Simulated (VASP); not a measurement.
Crystal: BN.

```xyz
2
Lattice="0.0000 3.3395 2.1688 1.2538 0.0000 2.1688 1.2538 3.3395 0.0000" Properties=species:S:1:pos:R:3 pbc="T T T"
B     1.2538    3.3395    0.0005
N     1.2538    3.3395    2.8915
```

Measurements of this composition are mostly on another form, of space group No. 194.

| Quantity | Value |
| --- | --- |
| Program | VASP 6.6.1 |
| Task | relaxation of cell and atoms |
| Functional | PBE |
| Potentials or basis | VASP PAW PBE potentials, release 64 (B, N) |
| Cutoff | 600 eV |
| k mesh | 12 × 12 × 12 |
| Occupations | gaussian, width 0.02 eV |
| Spin | no spin polarisation |

At the start: pressure 2.5 GPa; volume 9.08 Å³/atom.

How do energy, volume and symmetry change on relaxing?

Over 16 steps the energy falls by 10.3 meV/atom and the volume is 10.52 Å³/atom (+15.8 %); space group Fmm2 (No. 42, to 0.05 Å).

The path:
```
step  energy change (eV)  largest force (eV/Å)  pressure (GPa)  volume (Å³)
   1              0.0000                0.0005            2.55        18.16
   2             -0.0006                0.0023           -2.17        18.54
   3             -0.0017                0.0011           -0.10        18.37
   4             -0.0047                0.0001           -0.08        18.56
   5             -0.0117                0.0042            0.05        19.12
   6             -0.0191                0.0149            0.42        20.25
   7             -0.0132                0.0422            0.78        22.48
   8             -0.0203                0.0207            0.57        20.77
   9             -0.0204                0.0229            0.63        20.96
  10             -0.0110                0.2908           -4.75        21.74
  11             -0.0206                0.0167            0.01        21.04
  12             -0.0206                0.0157            0.02        21.04
  13             -0.0206                0.0130            0.07        21.03
  14             -0.0206                0.0148            0.05        21.03
  15             -0.0203                0.1345           -0.32        21.07
  16             -0.0206                0.0005            0.00        21.04
```

Final structure:
```yaml
crystal:
  lattice:
    - [0.00000, 3.84947, 2.17509]
    - [1.25631, 0.00000, 2.17509]
    - [1.25631, 3.84947, 0.00000]
  atoms:
    - { symbol: B, position: [0.00004, 0.00004, 0.99996] }
    - { symbol: N, position: [0.66666, 0.66666, 0.33334] }
```

Caveat: the volume moved by over 15 % at a fixed basis, so the end points are rough.
